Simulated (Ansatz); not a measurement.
## Hg: what symmetry allows forces and stress to be

```xyz
4
Lattice="2.6723 -6.0249 -0.0019 2.6723 6.0249 0.0019 0.0000 0.0011 3.6319" Properties=species:S:1:pos:R:3 pbc="T T T"
Hg    2.6723    1.5460    1.7744
Hg    2.6723   -4.4702    3.6963
Hg    2.6723    4.4713   -0.0644
Hg    2.6723   -1.5449    1.8576
```

These are results of DFT PBE, scalar-relativistic, plane waves, PAW (Ansatz), not measurements.

Plane waves to 420 eV, a k mesh through Γ of 8×8×12 on the computed 4-atom cell and Gaussian smearing (0.10 eV); no spin polarisation.

This distorted cell has space group C2/m, with 4 operations.

**Question.** Without a calculation: in which directions can each atom feel a force?

**Answer.** A force must be left unchanged by every operation that keeps its atom in place, so it lies in the space that those operations leave fixed. Atoms that the group maps onto each other feel forces of one size.
| atom | site symmetry | operations at the site | equivalent to atom | allowed force (Cartesian) |
| --- | --- | --- | --- | --- |
| Hg1 | m | 2 | 1 | in the plane normal to (1.00, 0.00, 0.00) |
| Hg2 | m | 2 | 2 | in the plane normal to (1.00, 0.00, 0.00) |
| Hg3 | m | 2 | 2 | in the plane normal to (1.00, 0.00, 0.00) |
| Hg4 | m | 2 | 1 | in the plane normal to (1.00, 0.00, 0.00) |

That leaves 4 independent force components of 12. A relaxation in this cell that keeps the symmetry moves the atoms in these directions alone.

**Question.** And the stress tensor?

**Answer.** It must be invariant under the point group, which leaves 4 independent components: xz, xy vanish.

**Question.** Do the computed values obey this?

**Answer.** Yes. Forces (eV/Å):
```
Hg1  0.000  0.118  0.037
Hg2  0.000  0.104 -0.037
Hg3  0.000 -0.104  0.037
Hg4  0.000 -0.118 -0.037
```

Stress (GPa, compression positive, xx yy zz yz xz xy): 0.35 -0.20 0.05 0.00 0.00 0.00. The program imposes the same operations on density, forces and stress, so this confirms the analysis and is no independent test of the calculation.

Spin–orbit coupling is left out, which can shift energies with elements as heavy as these.

This form isn't the element's structure at ambient conditions.